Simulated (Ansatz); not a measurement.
Sensitivity of the gradients in TiO2 to the input

Cell: a structure deposited in the COD, taken as it stands.

```cif
data_TiO2
_symmetry_space_group_name_H-M 'P4_2/mnm'
_symmetry_Int_Tables_number 136
_cell_length_a 4.5922
_cell_length_b 4.5922
_cell_length_c 2.9574
_cell_angle_alpha 90.000
_cell_angle_beta 90.000
_cell_angle_gamma 90.000
loop_
_atom_site_label
_atom_site_type_symbol
_atom_site_symmetry_multiplicity
_atom_site_Wyckoff_symbol
_atom_site_fract_x
_atom_site_fract_y
_atom_site_fract_z
Ti Ti 2 a 0.0000 0.0000 0.0000
O O 4 f 0.3050 0.3050 0.0000
```

One atom of each set is listed.

Reference run. Method: Kohn–Sham DFT in Ansatz, PBE, plane waves and PAW, scalar-relativistic, 420 eV cutoff, Γ-centred 7×7×10 k-points, Fermi–Dirac smearing 0.02 eV.

Question: The input is changed as follows: `scf.occupations.width`: 0.02 → not typed; `scf.occupations.method`: fermi_dirac → tetrahedron_uncorrected; `hamiltonian.xc`: pbe → pbesol. What happens to V_zz (10²¹ V/m²) and η?

Answer: 

```
site  V_zz reference  η reference  V_zz changed  η changed
  Ti           -2.27         0.29         -2.15       0.34
   O            2.37         0.95          2.26       0.90
```

The largest change of V_zz is on Ti, from -2.27 to -2.15. In per cent, |V_zz| changes by -5 on Ti, -5 on O (all sites that start above 0.5). SCF iterations: 6 and 7. New warnings: band table not solved further.

On the reference run: At this cell the PBE pressure is 5 GPa, so with PBE the cell would grow if it were relaxed.
